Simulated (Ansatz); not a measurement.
## CdS (Greenockite): band structure with PBE

**Measured values to compare with.**

“Isotope dependence of band-gap energy”, 2008, arxiv:0807.2152 quotes, for a bulk crystal of CdS: band gap 2.5809 ± 0.0002 eV.

Crystal: CdS (Greenockite).

```
Cd S
1.0
     4.15000    0.00000    0.00000
    -2.07500    3.59401    0.00000
     0.00000    0.00000    6.73700
Cd S
2 2
Cartesian
  2.0750 1.1980 3.3685
  0.0000 2.3960 0.0000
  2.0750 1.1980 5.8949
  0.0000 2.3960 2.5264
```

| Property | Result |
| --- | --- |
| Program | Ansatz 0.2.0 |
| Task | band structure |
| Functional | PBE |
| Potentials or basis | PseudoDojo stringent (PBE files) |
| Cutoff | 1633 eV |
| Density cutoff | 6531 eV |
| k mesh | 7 × 7 × 4 |
| Occupations | fermi-dirac, width 0.05 eV |
| Spin | no spin polarisation |
| Path | [["G", "M", "K", "G", "A", "L", "H", "A"], ["L", "M"], ["K", "H"]] |
| Points for each segment of the path | 14 |

- Pressure: 2.1 GPa
- Largest force: 0.068 eV/Å
- Band gap on the k mesh: 1.20 eV, direct
- Band gap along the path: 1.20 eV, direct

Forces in eV/Å, atoms in the order of the input:
```
Cd   0.000  0.000 -0.068
Cd   0.000  0.000 -0.068
S    0.000  0.000  0.068
S    0.000  0.000  0.068
```

Stress tensor (GPa, compression positive):
```
1.88 0.00 0.00
0.00 1.88 0.00
0.00 0.00 2.52
```

Levels at the corners of the path, in eV from the valence-band top:
```csv
point,band 22,band 23,band 24,band 25,band 26,band 27,band 28,band 29,band 30,band 31
Γ,-0.75,-0.75,-0.04,0.00,0.00,1.20,2.79,6.47,6.47,6.79
M,-3.46,-2.61,-1.84,-1.28,-0.72,3.70,3.89,5.11,6.38,6.99
K,-3.63,-3.03,-1.82,-1.82,-1.59,4.66,5.07,5.07,7.14,7.41
Γ,-0.75,-0.75,-0.04,0.00,0.00,1.20,2.79,6.47,6.47,6.79
A,-2.45,-0.39,-0.39,-0.39,-0.39,2.84,2.84,6.18,6.18,6.81
L,-4.07,-1.31,-1.31,-1.31,-1.31,3.48,3.48,5.39,5.39,7.88
H,-3.96,-2.37,-2.37,-1.10,-1.10,4.39,4.39,6.10,6.10,6.46
A,-2.45,-0.39,-0.39,-0.39,-0.39,2.84,2.84,6.18,6.18,6.81
L,-4.07,-1.31,-1.31,-1.31,-1.31,3.48,3.48,5.39,5.39,7.88
M,-3.46,-2.61,-1.84,-1.28,-0.72,3.70,3.89,5.11,6.38,6.99
K,-3.63,-3.03,-1.82,-1.82,-1.59,4.66,5.07,5.07,7.14,7.41
H,-3.96,-2.37,-2.37,-1.10,-1.10,4.39,4.39,6.10,6.10,6.46
```

It took 75 s on 2 threads of Arm Neoverse V2 (shared host), peak memory 2.1 GiB.

Measured gap of CdS: 2.5809 eV (quoted in “Isotope dependence of band-gap energy”, 2008, arxiv:0807.2152). This calculation gives 1.20 eV (-1.38 eV). So large a miss can be the level of theory's own, or it may mean another phase, state or a wrong row. Spin-orbit coupling on Cd is left out. The value is that of PBE, without temperature or zero-point motion. Semilocal functionals fall short of measured gaps as a rule.
